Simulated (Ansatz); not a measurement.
GdN in the PbO-type structure

Computed with Ansatz (plane waves, PAW, 420 eV cutoff): PBE+U (U_eff = 6 eV on Gd 4f), scalar-relativistic, collinear spin, 8×8×8 k-mesh, Gaussian smearing of 0.05 eV. The datasets are Ansatz's generated set soft_2.

```
Gd N
1.0
     4.32478    0.00000    0.00000
     0.00000    4.32478    0.00000
     0.00000    0.00000    3.59382
Gd N
2 2
Direct
  0.50000 0.00000 0.24396
  0.00000 0.50000 0.75604
  0.00000 0.00000 0.00000
  0.50000 0.50000 0.00000
```

The start was a prototype's sites filled with these elements. The Crystallography Open Database lists the compound in space group Fm-3m (rock salt), so this is a trial structure.

Magnetic state: ferromagnetic, site spin moments Gd 6.87; N -0.10 μB.

The cell has space group P4/nmm (read at 0.01 Å). In it the stress is -0.05, -0.05, -0.05, 0.00, 0.00, 0.00 GPa and the largest force component 0.002 eV/Å. Each change below starts from this cell, without further relaxation. Stress is in GPa, positive in compression, in the order xx, yy, zz, yz, xz, xy; energies are counted from the cell above.

Problem. What happens when atom 3 (N) is moved by 0.02 Å along x?

Solution. The energy changes by 1.6 meV per cell, and the force on it along the shift is -0.163 eV/Å (−F/u = 8.13 eV/Å²). Stress: -0.03, -0.05, -0.05, 0.00, 0.16, 0.00.
```tsv
atom	Fx (eV/Å)	Fy	Fz
Gd1	0.048	0.000	0.005
Gd2	0.032	0.000	-0.002
N3	-0.163	0.000	-0.003
N4	0.082	0.000	0.000
```
In a harmonic crystal the energy would rise by −½F·u = ½ × 8.13 × 0.02² eV = 1.6 meV, which matches.

Problem. What stress follows from an engineering strain of 1 % in xx, atoms carried along?

Solution. -2.44, -1.36, -0.53, 0.00, 0.00, 0.00 GPa; the energy changes by 5.3 meV per cell. The gap on the mesh goes from 0.25 eV to 0.22 eV.
```tsv
atom	Fx (eV/Å)	Fy	Fz
Gd1	0.000	0.000	-0.092
Gd2	0.000	0.000	0.092
N3	0.000	0.000	0.106
N4	0.000	0.000	-0.106
```
The change of the stress over the strain gives a clamped-atom stiffness of about 238 GPa for this component, a secant value that lies under the elastic constant in tension and over it in compression, by several per cent for each per cent of strain.
In a harmonic crystal the energy would rise by V(½Cε² − σ₀ε), with σ₀ the stress of the unstrained cell, = 5.2 meV, which matches.

Spin–orbit coupling, which matters for such heavy elements, is left out. The run wasn't fully tested for a lower electronic state. Site moments are of spin, integrated over atomic spheres. The moments were started parallel, and the real magnetic order may be another.
